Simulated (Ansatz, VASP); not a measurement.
## Two plane-wave programs on MgSe

INCAR

```
SYSTEM = MgSe
ALGO = Normal ; EDIFF = 1E-7
ENCUT = 520 ; GGA = PE
ISIF = 2 ; ISMEAR = 0
LASPH = .True. ; LCHARG = .False.
LREAL = .False. ; LWAVE = .False.
NBANDS = 11 ; NELM = 100
PREC = Accurate ; SIGMA = 0.02
```

The input KPOINTS:

```
k-points
0
Gamma
  8 8 8
  0 0 0
```

Contents of POSCAR:

```
MgSe
1.0
    0.0000000000      2.7544736754      2.7544736754
    2.7544736754      0.0000000000      2.7544736754
    2.7544736754      2.7544736754      0.0000000000
Mg Se
1 1
Direct
    0.0000000000      0.0000000000      0.0000000000
    0.5000000000      0.5000000000      0.5000000000
```

Input for Ansatz:

```yaml
crystal:
  lattice:
    - [0.0, 2.7544736754, 2.7544736754]
    - [2.7544736754, 0.0, 2.7544736754]
    - [2.7544736754, 2.7544736754, 0.0]
  atoms:
    - { symbol: Mg, position: [0.0, 0.0, 0.0] }
    - { symbol: Se, position: [0.5, 0.5, 0.5] }
basis:
  ecutwfc: 420
kpoints:
  mp_grid: { grid: [8, 8, 8] }
hamiltonian:
  xc: pbe
scf:
  occupations: { method: gaussian, width: 0.02 }
output:
  forces: false
  stress: false
  eigenvalues: true
  eigenstates:
    kpoints:
      - [0.0, 0.0, 0.0]
      - [0.0, 0.008767762, 0.008767762]
      - [0.0, -0.008767762, -0.008767762]
      - [0.008767762, 0.0, 0.008767762]
      - [-0.008767762, 0.0, -0.008767762]
      - [0.008767762, 0.008767762, 0.0]
      - [-0.008767762, -0.008767762, 0.0]
      - [0.006199744, 0.006199744, 0.012399488]
      - [-0.006199744, -0.006199744, -0.012399488]
      - [0.006199744, 0.012399488, 0.006199744]
      - [-0.006199744, -0.012399488, -0.006199744]
      - [0.012399488, 0.006199744, 0.006199744]
      - [-0.012399488, -0.006199744, -0.006199744]
      - [0.01012414, 0.01012414, 0.01012414]
      - [-0.01012414, -0.01012414, -0.01012414]
      - [0.0, 0.5, 0.5]
      - [0.0, 0.508767762, 0.508767762]
      - [0.0, 0.491232238, 0.491232238]
      - [0.008767762, 0.5, 0.508767762]
      - [-0.008767762, 0.5, 0.491232238]
      - [0.008767762, 0.508767762, 0.5]
      - [-0.008767762, 0.491232238, 0.5]
      - [0.006199744, 0.506199744, 0.512399488]
      - [-0.006199744, 0.493800256, 0.487600512]
      - [0.006199744, 0.512399488, 0.506199744]
      - [-0.006199744, 0.487600512, 0.493800256]
      - [0.012399488, 0.506199744, 0.506199744]
      - [-0.012399488, 0.493800256, 0.493800256]
      - [0.01012414, 0.51012414, 0.51012414]
      - [-0.01012414, 0.48987586, 0.48987586]
    e_range: [-3.271274, 3.271274]
checkpoint:
  read: start.run
  write: ck
  compress: false
  write_wavefunctions: false
  write_every: 100000
```

Alike in both runs: task single point; functional PBE; k mesh 8 × 8 × 8; occupations gaussian, width 0.02 eV; no spin polarisation.

```csv
,VASP,Ansatz
version,VASP 6.6.1,Ansatz 0.2.0
potentials or method,"VASP PAW PBE potentials, release 64 (Mg, Se)","scalar-relativistic, plane waves, PAW"
plane-wave cutoff (eV),520,420
valence electrons in the cell,8,26
```

|  | VASP | Ansatz | Ansatz less VASP |
| --- | --- | --- | --- |
| gap on the k mesh at the Fermi level (eV) | 1.75 | 1.77 | +0.023 |
| least direct gap on the mesh (eV) | 2.39 | 2.40 | +0.011 |

With one functional, cell and mesh, what is left measures potentials, basis and numerics. The two sets of potentials don't hold the same shells in valence.

A k mesh can miss the band edges.
